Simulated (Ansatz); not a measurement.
The cell of C is invented: 4-connected net of one element (P-4n2, No. 118). Its size is a rough estimate.

```yaml
crystal:
  lattice:
    - [3.46060, 0.00000, 0.00000]
    - [0.00000, 3.46060, 0.00000]
    - [0.00000, 0.00000, 3.54916]
  atoms:
    - { symbol: C, position: [0.20582, 0.45101, 0.94918] }
    - { symbol: C, position: [0.04899, 0.29418, 0.55082] }
    - { symbol: C, position: [0.95101, 0.70582, 0.55082] }
    - { symbol: C, position: [0.45101, 0.79418, 0.05082] }
    - { symbol: C, position: [0.79418, 0.54899, 0.94918] }
    - { symbol: C, position: [0.70582, 0.04899, 0.44918] }
    - { symbol: C, position: [0.29418, 0.95101, 0.44918] }
    - { symbol: C, position: [0.54899, 0.20582, 0.05082] }
```

The calculation used DFT PBE, scalar-relativistic, plane waves, PAW in Ansatz. Cutoff 420 eV, Gaussian smearing, Γ-centred meshes. Cell and atoms relax first on a coarse mesh and then on a finer one. In between, the cell is made exact in the group found at 0.06 Å. In metals the finer mesh still leaves noise of several meV/atom or more. The steps can't lower the symmetry of their start. No spin polarisation in the relaxation; trial moments died out in a coarse test.

A guess keeps its type if space group and coordination stay and the shape of the cell changes little (axis ratios within about 15 %, angles within 6°); the volume may change.

Question: Will the relaxed cell still be of the starting type?

Answer: It doesn't keep its type. The symmetry goes from P-4n2 (No. 118) to I4/mmm (No. 139), and the primitive cell from 8 to 4 atoms. The volume per atom grows by 140.6 %, from 5.3 to 12.8 Å³. The shortest distance goes from 1.46 Å (C–C) to 1.37 Å (C–C). Counting neighbours within 15 % of an atom's shortest distance, the start has C 4 and the end C 3. In detail, at the end around C lie 1 C at 1.37 Å and 2 C at 1.46 Å.

```
CELL_PARAMETERS angstrom
-1.72228 1.72228 4.31004
1.72228 -1.72228 4.31004
1.72228 1.72228 -4.31004
ATOMIC_POSITIONS crystal
C 0.50000 0.19930 0.69930
C 0.80070 0.50000 0.30070
C 0.19930 0.50000 0.69930
C 0.50000 0.80070 0.30070
```

Energies count from the standard state of C at the same level.

Question: At what energy does it end?

Answer: +0.51 eV/atom. So it is a metastable form at best.

The last run used an 18×18×18 mesh for its 4-atom cell and Gaussian smearing of 0.10 eV. No dispersion correction is applied, so the spacing and binding between layers, chains or molecules are poorly described. The reference form of C is held partly by dispersion forces, which this level lacks. Symmetry constrained the relaxation, so the result can be a saddle point.
